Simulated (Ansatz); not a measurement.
Co under changes of volume

One of the cells (10.640 Å³/atom); the others are scaled copies at fixed shape and fractional positions:

```xyz
2
Lattice="2.4720 0.0000 0.0000 -1.2360 2.1408 0.0000 0.0000 0.0000 4.0211" Properties=species:S:1:pos:R:3 pbc="T T T"
Co    1.2360    0.7136    3.0159
Co    0.0000    1.4272    1.0053
```

```yaml
Program: Ansatz 0.2.0
Functional: B3LYP5
Potentials_or_basis: Ansatz PAW
Cutoff: "420 eV (not typed: the program's choice for these potentials)"
k_mesh: 6 × 6 × 4
Occupations: fermi-dirac, width 0.05 eV
Spin: collinear spin, ferromagnetic start
Starting_moments: "[2.0, 2.0] μB"
```

```csv
volume (Å³/atom),energy over the lowest point (meV/atom),pressure (GPa)
10.002,78.76,24.2
10.215,?,?
10.427,31.47,11.8
10.640,19.31,6.6
10.853,2.12,3.7
11.066,0.00,-0.5
11.279,3.26,-4.4
```

What does the run at 10.215 Å³/atom give?

Energy over the lowest point 51.01 meV/atom; pressure 17.7 GPa.

The energies don't lie on one smooth curve, so no fit is given. The run at 10.640 Å³/atom lies farthest off, from a change of basis, grid or state.

Energies are extrapolated to zero smearing.

Caveats: all runs use coarse meshes; the magnetic or orbital state may not be the lowest; the PAW data sets come from PBE, with cores solved anew for the run's functional, which leaves a small shift of forces and pressure; the thresholds are loose for stress.
